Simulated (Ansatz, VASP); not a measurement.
BN in VASP and in Ansatz

File INCAR:

```
SYSTEM = BN
PREC = Accurate ; ENCUT = 520
EDIFF = 1E-6 ; ISMEAR = 0
SIGMA = 0.05 ; LREAL = .False.
LASPH = .True. ; NELM = 100
ALGO = Normal ; ISIF = 2
LWAVE = .False. ; LCHARG = .True.
GGA = PS ; LELF = .True.
LVHAR = .True. ; NBANDS = 16
```

KPOINTS

```
regular mesh
0
Gamma
  12 12 4
  0 0 0
```

Contents of POSCAR:

```
BN
1.0
    2.3566824927      0.0000000000      0.0000000000
   -1.1783412464      2.0409469073      0.0000000000
    0.0000000000      0.0000000000      7.9262663035
B N
2 2
Direct
    0.3333333333      0.6666666667      0.2500000000
    0.6666666667      0.3333333333      0.7500000000
    0.3333333333      0.6666666667      0.7500000000
    0.6666666667      0.3333333333      0.2500000000
```

Input for Ansatz:

```yaml
crystal:
  lattice:
    - [2.3566824927, 0.0, 0.0]
    - [-1.1783412464, 2.0409469073, 0.0]
    - [0.0, 0.0, 7.9262663035]
  atoms:
    - { symbol: B, position: [0.3333333333, 0.6666666667, 0.25] }
    - { symbol: B, position: [0.6666666667, 0.3333333333, 0.75] }
    - { symbol: "N", position: [0.3333333333, 0.6666666667, 0.75] }
    - { symbol: "N", position: [0.6666666667, 0.3333333333, 0.25] }
basis:
  ecutwfc: 420
kpoints:
  mp_grid: { grid: [12, 12, 4] }
hamiltonian:
  xc: pbesol
scf:
  occupations: { method: gaussian, width: 0.05 }
output:
  forces: true
  stress: true
  eigenvalues: true
  write_density: true
  write_potential: true
  elf: true
  volumetric_format: npy
```

Alike in both runs: task single point; functional PBEsol; k mesh 12 × 12 × 4; occupations gaussian, width 0.05 eV; no spin polarisation.

|  | VASP | Ansatz |
| --- | --- | --- |
| version | VASP 6.6.1 | Ansatz 0.2.0 |
| potentials or method | VASP PAW PBE potentials, release 64 (B, N) | scalar-relativistic, plane waves, PAW |
| plane-wave cutoff (eV) | 520 | 420 |
| valence electrons in the cell | 16 | 16 |

|  | VASP | Ansatz | Ansatz less VASP |
| --- | --- | --- | --- |
| gap on the k mesh at the Fermi level (eV) | 4.20 | 4.21 | +0.011 |
| least direct gap on the mesh (eV) | 5.07 | 5.08 | +0.009 |

With one functional, cell and mesh, what is left measures potentials, basis and numerics.

 A k mesh can miss the band edges.
